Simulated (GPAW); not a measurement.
KBr:

```xyz
2
Lattice="0.0000 3.3000 3.3000 3.3000 0.0000 3.3000 3.3000 3.3000 0.0000" Properties=species:S:1:pos:R:3 pbc="T T T"
Br    3.3000    3.3000    3.3000
K     0.0000    0.0000    0.0000
```

Base run:

| Item | Value |
| --- | --- |
| Program | GPAW 26.7.0 |
| Functional | WC |
| Potentials or basis | PAW data sets generated in the run's folder for this functional |
| Cutoff | 600 eV |
| Basis | pw |
| k mesh | 7 × 7 × 7 |
| Occupations | fermi-dirac, width 0.05 eV |
| Spin | no spin polarisation |

Its results: band gap on the k mesh 4.35 eV, direct; pressure -0.2 GPa.

Task: The run is repeated on the same cell with these changes: functional from WC to RPBE; potentials or basis from PAW data sets generated in the run's folder for this functional to the program's PAW data sets (release 1.2.1) made for this functional. What comes out?

Result: Band gap on the k mesh 4.78 eV, direct; pressure 2.1 GPa.

Caveats: an odd mesh through Γ misses points on the zone boundary, where band edges often lie (some runs).

Not every run made on this cell is shown here.
